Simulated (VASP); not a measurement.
The system is Ag.

```
Ag
1.0
    -1.66301    1.66301    1.50636
     1.66301   -1.66301    1.50636
     1.66301    1.66301   -1.50636
Ag
1
Direct
  0.50000 0.50000 0.00000
```

The cell was built by a generator and needn't be a form met in nature.

- Program: VASP 6.6.1
- Task: relaxation of cell and atoms
- Functional: PBEsol
- Potentials or basis: VASP PAW PBE potentials, release 64 (Ag)
- Cutoff: 600 eV
- k mesh: 8 × 8 × 8
- Occupations: gaussian, width 0.1 eV
- Spin: no spin polarisation

At the start: pressure 1.1 GPa; volume 16.66 Å³/atom.

Q: How do energy, volume and symmetry change on relaxing?

A: Over 6 steps the energy falls by 3.0 meV/atom and the volume is 16.90 Å³/atom (+1.4 %); space group I4/mmm (No. 139, to 0.05 Å).

The path:
| step | energy change (eV) | largest force (eV/Å) | pressure (GPa) | volume (Å³) |
| --- | --- | --- | --- | --- |
| 1 | 0.0000 | 0.0000 | 1.05 | 16.66 |
| 2 | -0.0012 | 0.0000 | -0.67 | 16.93 |
| 3 | -0.0012 | 0.0000 | -0.54 | 16.91 |
| 4 | -0.0024 | 0.0000 | -0.47 | 16.91 |
| 5 | -0.0030 | 0.0000 | -0.35 | 16.90 |
| 6 | -0.0030 | 0.0000 | -0.33 | 16.90 |

Final structure:
```
Ag
1.0
    -1.69068    1.69068    1.47773
     1.69068   -1.69068    1.47773
     1.69068    1.69068   -1.47773
Ag
1
Direct
  0.50000 0.50000 0.00000
```

Caveat: the PAW data sets were made with another functional, which shifts forces and pressure a little.
